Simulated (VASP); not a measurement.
# Pd (Fd-3m) in VASP: further runs, part 2 of 2

VASP 6.6.1. The steps go on from the part before.

### Step 3. Single point, BLYP, collinear spin, typed start

This run uses another cell than the first one, of 23.98 Å³/atom, 0.920 times its volume.

INCAR

```
SYSTEM = Pd
PREC = Accurate
ENCUT = 520
EDIFF = 1E-7
ISMEAR = -1
SIGMA = 0.05
LREAL = .False.
LASPH = .True.
NELM = 150
ALGO = Normal
ISIF = 2
LWAVE = .False.
LCHARG = .False.
ISPIN = 2
MAGMOM = 0.423 0.423
LORBIT = 11
LMAXMIX = 4
GGA = B5
ALDAX = 1.0
AGGAX = 1.0
AGGAC = 1.0
ALDAC = 0.0
NBANDS = 21
```

KPOINTS

```
Automatic mesh
0
Gamma
  10 10 10
  0 0 0
```

POSCAR

```
Pd
1.0
    0.0000000000      2.8836197865      2.8836197865
    2.8836197865      0.0000000000      2.8836197865
    2.8836197865      2.8836197865      0.0000000000
Pd
2
Direct
    0.1250000000      0.1250000000      0.1250000000
    0.8750000000      0.8750000000      0.8750000000
```

Potentials or basis: VASP PAW PBE potentials, release 64 (Pd).

Started as:

```
cat potpaw_PBE.64/Pd/POTCAR > POTCAR
mpirun -np 1 vasp_std > vasp.out
```

OUTCAR:

```text
SYSTEM = Pd
   PREC = Accurate
   ENCUT = 520
   EDIFF = 1E-7
   ISMEAR = -1
   LREAL = .False.
   LASPH = .True.
   NELM = 150
   ISIF = 2
   ISPIN = 2
   LORBIT = 11
   GGA = B5

 ion  position               nearest neighbor table
   1  0.125  0.125  0.125-   2 2.50   2 2.50   2 2.50   2 2.50
   2  0.875  0.875  0.875-   1 2.50   1 2.50   1 2.50   1 2.50

  LATTYP: Found a face centered cubic cell.
 ALAT       =     5.7672395730

  Lattice vectors:

 A1 = (   0.0000000000,   2.8836197865,   2.8836197865)
 A2 = (   2.8836197865,   0.0000000000,   2.8836197865)
 A3 = (   2.8836197865,   2.8836197865,   0.0000000000)

Analysis of symmetry for initial positions (statically):
[... 1369 lines left out ...]
  energy-cutoff  :      520.00
  volume of cell :       47.96
      direct lattice vectors                 reciprocal lattice vectors
     0.000000000  2.883619787  2.883619787    -0.173393178  0.173393178  0.173393178
     2.883619787  0.000000000  2.883619787     0.173393178 -0.173393178  0.173393178
     2.883619787  2.883619787  0.000000000     0.173393178  0.173393178 -0.173393178

 POSITION                                       TOTAL-FORCE (eV/Angst)
 -----------------------------------------------------------------------------------
      0.72090      0.72090      0.72090         0.000000     -0.000000     -0.000000
      5.04633      5.04633      5.04633        -0.000000      0.000000      0.000000
 -----------------------------------------------------------------------------------
    total drift:                               -0.000000      0.000000      0.000000

  FREE ENERGIE OF THE ION-ELECTRON SYSTEM (eV)
  ---------------------------------------------------
  free  energy   TOTEN  =        -7.1709660875 eV

  energy  without entropy=       -7.1346859056  energy(sigma->0) =       -7.15282600

 total charge

# of ion       s       p       d       tot
------------------------------------------
    1        0.489   0.296   8.549   9.335
    2        0.489   0.296   8.549   9.335
--------------------------------------------------
tot          0.979   0.592  17.099  18.669

 magnetization (x)

# of ion       s       p       d       tot
------------------------------------------
    1       -0.005  -0.001   0.438   0.432
    2       -0.005  -0.001   0.438   0.432
--------------------------------------------------
tot         -0.011  -0.003   0.877   0.863
```

OSZICAR:

```text
N       E                     dE             d eps       ncg     rms          rms(c)
DAV:   1     0.106540064719E+03    0.10654E+03   -0.92402E+03  3948   0.850E+02
DAV:   2    -0.493860776855E+01   -0.11148E+03   -0.10241E+03  4373   0.200E+02
DAV:   3    -0.733745958259E+01   -0.23989E+01   -0.23791E+01  4672   0.312E+01
DAV:   4    -0.736229477164E+01   -0.24835E-01   -0.24831E-01  4741   0.302E+00
DAV:   5    -0.736291247515E+01   -0.61770E-03   -0.61770E-03  4737   0.531E-01    0.708E+00
DAV:   6    -0.719450868809E+01    0.16840E+00   -0.63894E-01  4331   0.596E+00    0.396E+00
DAV:   7    -0.717681800046E+01    0.17691E-01   -0.25583E-02  4306   0.117E+00    0.227E+00
DAV:   8    -0.717081291441E+01    0.60051E-02   -0.54944E-03  4640   0.491E-01    0.338E-01
DAV:   9    -0.717088674015E+01   -0.73826E-04   -0.19115E-04  4856   0.781E-02    0.653E-02
DAV:  10    -0.717095975988E+01   -0.73020E-04   -0.71112E-05  4272   0.554E-02    0.283E-02
DAV:  11    -0.717096321704E+01   -0.34572E-05   -0.12603E-05  4504   0.249E-02    0.141E-02
DAV:  12    -0.717096562879E+01   -0.24118E-05   -0.18550E-06  4239   0.861E-03    0.460E-03
DAV:  13    -0.717096601849E+01   -0.38969E-06   -0.38873E-07  4401   0.449E-03    0.202E-03
DAV:  14    -0.717096608753E+01   -0.69046E-07   -0.35138E-08  3685   0.116E-03
   1 F= -.71709661E+01 E0= -.71528260E+01  d E =-.362802E-01  mag=     0.8808
```

Run time: 68 s. Hardware: 1 thread of Intel Xeon Platinum 8488C (Sapphire Rapids), shared host; peak memory 0.21 GiB.

What came out:

```yaml
Free_energy: -7.1710 eV
Pressure: 5.9 GPa
Band_gap_on_the_k_mesh: none (metal or under the smearing width)
Net_moment: 0.88 μB per cell
Site_moments: Pd +0.43 μB
Valence_electrons_inside_the_program's_atomic_spheres: Pd 9.34
```

Caveat: the PAW data sets were made with another functional, which shifts forces and pressure a little.

### Step 4. Single point, BLYP, collinear spin, typed start

INCAR

```
SYSTEM = Pd
PREC     = Accurate       ! precision mode
ENCUT    = 520            ! plane-wave cutoff, eV
EDIFF    = 1E-7           ! SCF threshold, eV
ISMEAR   = -1             ! smearing method
SIGMA    = 0.05           ! smearing width, eV
LREAL    = .False.        ! projectors in reciprocal space
LASPH    = .True.         ! aspherical terms in the spheres
NELM     = 150            ! most SCF steps
ALGO     = Normal         ! electronic algorithm
ISIF     = 2              ! what is computed and relaxed
LWAVE    = .False.        ! write WAVECAR
LCHARG   = .True.         ! write CHGCAR
ISPIN    = 2              ! spin polarisation
MAGMOM   = 0.423 0.423    ! initial moments
LORBIT   = 11             ! projections on sites
LMAXMIX  = 4              ! l up to which the mixer works
GGA      = B5             ! functional
ALDAX    = 1.0          
AGGAX    = 1.0          
AGGAC    = 1.0          
ALDAC    = 0.0          
LELF     = .True.         ! ELF
LVHAR    = .True.       
NBANDS   = 21             ! bands
```

KPOINTS is that of step 3.

POSCAR

```
Pd
1.0
    0.0000000000      2.9648909269      2.9648909269
    2.9648909269      0.0000000000      2.9648909269
    2.9648909269      2.9648909269      0.0000000000
Pd
2
Direct
    0.1250000000      0.1250000000      0.1250000000
    0.8750000000      0.8750000000      0.8750000000
```

Started as:

```
cat potpaw_PBE.64/Pd/POTCAR > POTCAR
mpirun -np 1 vasp_std > vasp.out
```

It took 59 s on 1 thread of Intel Xeon Platinum 8488C (Sapphire Rapids), shared host; peak memory 0.24 GiB.

The run converged. Its results:

```yaml
Free_energy: -7.2430 eV
Pressure: 0.0 GPa
Band_gap_on_the_k_mesh: none (metal or under the smearing width)
Net_moment: 0.88 μB per cell
Site_moments: Pd +0.43 μB
Valence_electrons_inside_the_program's_atomic_spheres: Pd 9.23
```

Levels at points of the mesh, in eV from the Fermi level:
Spin up:
```csv
k point,band 7,band 8,band 9,band 10,band 11,band 12,band 13,band 14,band 15,band 16
"(0.00, 0.00, 0.00)",-1.40,-1.40,-1.40,-0.37,-0.37,11.02,11.02,11.02,11.48,11.48
"(0.50, 0.00, 0.00)",-1.11,-1.11,-0.53,-0.53,0.26,1.02,8.05,8.05,10.73,12.06
"(0.50, 0.50, 0.00)",-1.81,-1.81,-0.38,-0.38,1.77,1.77,4.74,4.74,9.23,9.23
```
Spin down:
```
           k point  band 8  band 9  band 10  band 11  band 12  band 13
(0.00, 0.00, 0.00)   -1.09   -1.09    -0.07    -0.07    11.11    11.11
(0.50, 0.00, 0.00)   -0.82   -0.20    -0.20     0.29     1.26     8.12
(0.50, 0.50, 0.00)   -1.53   -0.03    -0.03     1.93     1.93     4.78
```

Caveat: the PAW data sets were made with another functional, which shifts forces and pressure a little.

### Step 5. Summary

| cell | k mesh | gap on the mesh (eV) | pressure (GPa) | moment (μB) |
| --- | --- | --- | --- | --- |
| Fd-3m, 26.06 Å³/atom | 15 × 15 × 15 | none | 0.1 | 0.86 |
| Fd-3m, 23.98 Å³/atom | 10 × 10 × 10 | none | 5.9 | 0.88 |
| Fd-3m, 26.06 Å³/atom | 10 × 10 × 10 | none | 0.0 | 0.88 |

Alike in all rows: task single point; level BLYP; potentials or basis VASP PAW PBE potentials, release 64 (Pd); spin collinear, typed start; cutoff (eV) 520; smearing fermi-dirac 0.05 eV.

Every run on the cell as given and a fine mesh finds a metal.

Caveats: the PAW data sets were made with another functional, which shifts forces and pressure a little.

Total energies depend on the potentials used, so only differences within one code and one set of settings carry meaning.
